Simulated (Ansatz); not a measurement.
Pb: levels with and without spin–orbit coupling

```
Pb
1.0
     0.00000    2.49475    2.49475
     2.49475    0.00000    2.49475
     2.49475    2.49475    0.00000
Pb
1
Direct
  0.00000 0.00000 0.00000
```

The cell is the one relaxed in the Materials Project (mp-20483), not relaxed further here; entries there can be hypothetical.

All numbers are computed: DFT, LDA, all-electron LAPW, scalar-relativistic (Ansatz 0.2.0); DFT, LDA, all-electron LAPW, Dirac equation with spin-orbit coupling (Ansatz 0.2.0).

Settings: a Γ-centred 13×13×13 k mesh, Fermi–Dirac smearing of 0.05 eV, basis error target 1 meV/atom, no spin polarisation.

Levels between -8 and 5 eV, each run counted from its own valence-band top where it has a gap, else its Fermi level. Scalar levels are listed once for both spins; with the coupling every spinor state is counted. Levels near the edges of the range can cross them.

(1) At X (0.500, 0.000, 0.500) the scalar-relativistic levels are -6.88, -3.23, 1.93 (×2). What are they with spin–orbit coupling?

## Answers

(1) -6.62 (×2), -3.25 (×2), 1.43 (×2), 2.71 (×2).
